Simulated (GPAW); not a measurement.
A run of GPAW 26.7.0:

The input run.py:

```python
import numpy as np
from ase import Atoms
from ase.dft.bandgap import bandgap
from ase.io import write
from ase.units import GPa
from gpaw import GPAW, PW, setup_paths
from gpaw.spinorbit import soc_eigenstates

setup_paths.insert(0, '.')

atoms = Atoms(['Ge', 'Ge', 'Ge', 'Ge'],
              cell=[[3.9975858431, 0.0, 0.0],
                    [-1.9987929216, 3.462010894, 0.0],
                    [0.0, 0.0, 6.59937795]],
              scaled_positions=[[0.3333333333, 0.6666666667, 0.93709875],
                                [0.6666666667, 0.3333333333, 0.43709875],
                                [0.3333333333, 0.6666666667, 0.56290125],
                                [0.6666666667, 0.3333333333, 0.06290125]],
              pbc=True)

calc = GPAW(mode=PW(600),
            xc='PBEsol',
            kpts={'size': (8, 8, 4), 'gamma': True},
            occupations={'name': 'fermi-dirac', 'width': 0.05},
            nbands=18,
            convergence={'density': 1e-05, 'energy': 1e-05},
            maxiter=150,
            txt='gpaw.txt')
atoms.calc = calc
energy = atoms.get_potential_energy()
forces = atoms.get_forces()
stress = atoms.get_stress()
calc.write('gs.gpw')
write('result.traj', atoms)
print(f'Energy: {energy:.6f} eV')
print('Forces (eV/A):')
print(forces.round(4))
print('Stress (GPa):', (stress / GPa).round(3))
print('Fermi level:', round(calc.get_fermi_level(), 4), 'eV')
print(f'Gap: {bandgap(calc)[0]:.4f} eV, direct: {bandgap(calc, direct=True)[0]:.4f} eV')

path = atoms.cell.bandpath('GMKGALHA,LM,KH', npoints=100, eps=1e-4)
bs_calc = calc.fixed_density(kpts=path, symmetry='off', nbands=34,
                             convergence={'bands': 'CBM+6.0', 'eigenstates': 1e-6}, txt='bands.txt')
bs = bs_calc.band_structure()
bs.write('bs.json')
print(f'Gap on the path: {bandgap(bs_calc)[0]:.4f} eV')

soc = soc_eigenstates(bs_calc, theta=54.7, phi=45)
np.savetxt('soc_bands.dat', soc.eigenvalues(), fmt='%.4f')
mesh = soc_eigenstates('gs.gpw', theta=54.7, phi=45)
np.savetxt('soc_mesh.dat', mesh.eigenvalues(), fmt='%.4f')
print('Fermi level with spin-orbit coupling:', round(mesh.fermi_level, 4), 'eV')
```

Potentials or basis: PAW data sets generated in the run's folder for this functional, pw.

Launch:

```sh
$ gpaw-setup -f PBEsol Ge
$ OMP_NUM_THREADS=1 python run.py
```

Hardware: 1 thread of Intel(R) Xeon(R) Platinum 8259CL CPU @ 2.50GHz (Skylake/Cascade Lake) (shared host).

Q: Estimate the wall time of this run.

A: Run time: 2.5 min on 1 thread of Intel(R) Xeon(R) Platinum 8259CL CPU @ 2.50GHz (Skylake/Cascade Lake) (shared host), peak memory 0.5 GiB. Counts: scf iterations 14, plane waves 3070, bands 18, k points 35.
